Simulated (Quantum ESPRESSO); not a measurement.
A run of Quantum ESPRESSO 7.5 is set up as follows.

Contents of pw.in:

```
&CONTROL
  calculation = 'scf'
  prefix = 'pwscf'
  outdir = './tmp'
  pseudo_dir = './pseudo'
  tprnfor = .true.
  tstress = .true.
  disk_io = 'low'
/
&SYSTEM
  ibrav = 0
  nat = 2
  ntyp = 1
  ecutwfc = 84
  nbnd = 19
  occupations = 'smearing'
  smearing = 'fd'
  degauss = 0.00367493
/
&ELECTRONS
  conv_thr = 4d-10
  electron_maxstep = 120
  mixing_beta = 0.5
/
ATOMIC_SPECIES
Ti    47.8670 Ti.upf
CELL_PARAMETERS bohr
   5.5746920676    0.0000000000    0.0000000000
  -2.7873460338    4.8278249489    0.0000000000
   0.0000000000    0.0000000000    8.8439182632
ATOMIC_POSITIONS bohr
Ti     2.7873460341    1.6092749828    6.6329386974
Ti    -0.0000000003    3.2185499661    2.2109795658
K_POINTS automatic
10 10 6 0 0 0
```

Contents of bands.in:

```
&CONTROL
  calculation = 'bands'
  prefix = 'pwscf'
  outdir = './tmp'
  pseudo_dir = './pseudo'
  disk_io = 'low'
  verbosity = 'high'
/
&SYSTEM
  ibrav = 0
  nat = 2
  ntyp = 1
  ecutwfc = 84
  nbnd = 19
  occupations = 'smearing'
  smearing = 'fd'
  degauss = 0.00367493
/
&ELECTRONS
  conv_thr = 1d-08
  electron_maxstep = 120
  mixing_beta = 0.5
  diago_full_acc = .true.
/
ATOMIC_SPECIES
Ti    47.8670 Ti.upf
CELL_PARAMETERS bohr
   5.5746920676    0.0000000000    0.0000000000
  -2.7873460338    4.8278249489    0.0000000000
   0.0000000000    0.0000000000    8.8439182632
ATOMIC_POSITIONS bohr
Ti     2.7873460341    1.6092749828    6.6329386974
Ti    -0.0000000003    3.2185499661    2.2109795658
K_POINTS crystal
60
 0.0000000000  0.0000000000  0.0000000000 1
 0.0714285714  0.0000000000  0.0000000000 1
 0.1428571429  0.0000000000  0.0000000000 1
 0.2142857143  0.0000000000  0.0000000000 1
 0.2857142857  0.0000000000  0.0000000000 1
 0.3571428571  0.0000000000  0.0000000000 1
 0.4285714286  0.0000000000  0.0000000000 1
 0.5000000000  0.0000000000  0.0000000000 1
 0.4583333333  0.0833333333  0.0000000000 1
 0.4166666667  0.1666666667  0.0000000000 1
 0.3750000000  0.2500000000  0.0000000000 1
 0.3333333333  0.3333333333  0.0000000000 1
 0.2962962963  0.2962962963  0.0000000000 1
 0.2592592593  0.2592592593  0.0000000000 1
 0.2222222222  0.2222222222  0.0000000000 1
 0.1851851852  0.1851851852  0.0000000000 1
 0.1481481481  0.1481481481  0.0000000000 1
 0.1111111111  0.1111111111  0.0000000000 1
 0.0740740741  0.0740740741  0.0000000000 1
 0.0370370370  0.0370370370  0.0000000000 1
 0.0000000000  0.0000000000  0.0000000000 1
 0.0000000000  0.0000000000  0.1250000000 1
 0.0000000000  0.0000000000  0.2500000000 1
 0.0000000000  0.0000000000  0.3750000000 1
 0.0000000000  0.0000000000  0.5000000000 1
 0.0625000000  0.0000000000  0.5000000000 1
 0.1250000000  0.0000000000  0.5000000000 1
 0.1875000000  0.0000000000  0.5000000000 1
 0.2500000000  0.0000000000  0.5000000000 1
 0.3125000000  0.0000000000  0.5000000000 1
 0.3750000000  0.0000000000  0.5000000000 1
 0.4375000000  0.0000000000  0.5000000000 1
 0.5000000000  0.0000000000  0.5000000000 1
 0.4666666667  0.0666666667  0.5000000000 1
 0.4333333333  0.1333333333  0.5000000000 1
 0.4000000000  0.2000000000  0.5000000000 1
 0.3666666667  0.2666666667  0.5000000000 1
 0.3333333333  0.3333333333  0.5000000000 1
 0.3030303030  0.3030303030  0.5000000000 1
 0.2727272727  0.2727272727  0.5000000000 1
 0.2424242424  0.2424242424  0.5000000000 1
 0.2121212121  0.2121212121  0.5000000000 1
 0.1818181818  0.1818181818  0.5000000000 1
 0.1515151515  0.1515151515  0.5000000000 1
 0.1212121212  0.1212121212  0.5000000000 1
 0.0909090909  0.0909090909  0.5000000000 1
 0.0606060606  0.0606060606  0.5000000000 1
 0.0303030303  0.0303030303  0.5000000000 1
 0.0000000000  0.0000000000  0.5000000000 1
 0.5000000000  0.0000000000  0.5000000000 1
 0.5000000000  0.0000000000  0.4000000000 1
 0.5000000000  0.0000000000  0.3000000000 1
 0.5000000000  0.0000000000  0.2000000000 1
 0.5000000000  0.0000000000  0.1000000000 1
 0.5000000000  0.0000000000  0.0000000000 1
 0.3333333333  0.3333333333  0.0000000000 1
 0.3333333333  0.3333333333  0.1250000000 1
 0.3333333333  0.3333333333  0.2500000000 1
 0.3333333333  0.3333333333  0.3750000000 1
 0.3333333333  0.3333333333  0.5000000000 1
```

Potentials or basis: PseudoDojo 0.4.1 SR PBEsol standard.

The run is started by

```bash
$ OMP_NUM_THREADS=1 pw.x -in pw.in > pw.out
$ OMP_NUM_THREADS=1 pw.x -in bands.in > bands.out
```

**Question.** Predict the pressure.

**Answer.** -5.6 GPa.

**Question.** Estimate the band gap on the k mesh.

**Answer.** None (metal or under the smearing width).

Levels at the corners of the path, in eV from the Fermi level:
```
point  band 10  band 11  band 12  band 13  band 14  band 15
    Γ    -2.65     0.72     0.78     0.78     0.89     1.27
    M    -2.11    -1.81    -0.62     0.49     0.61     1.17
    K    -1.36    -1.36    -1.27     0.23     0.23     1.48
    Γ    -2.65     0.72     0.78     0.78     0.89     1.27
    A    -4.32     0.10     0.10     0.69     0.69     0.69
    L    -2.51    -0.79    -0.79     1.30     1.30     1.72
    H    -1.22    -1.06    -1.06    -0.21    -0.21     1.66
    A    -4.32     0.10     0.10     0.69     0.69     0.69
    L    -2.51    -0.79    -0.79     1.30     1.30     1.72
    M    -2.11    -1.81    -0.62     0.49     0.61     1.17
    K    -1.36    -1.36    -1.27     0.23     0.23     1.48
    H    -1.22    -1.06    -1.06    -0.21    -0.21     1.66
```
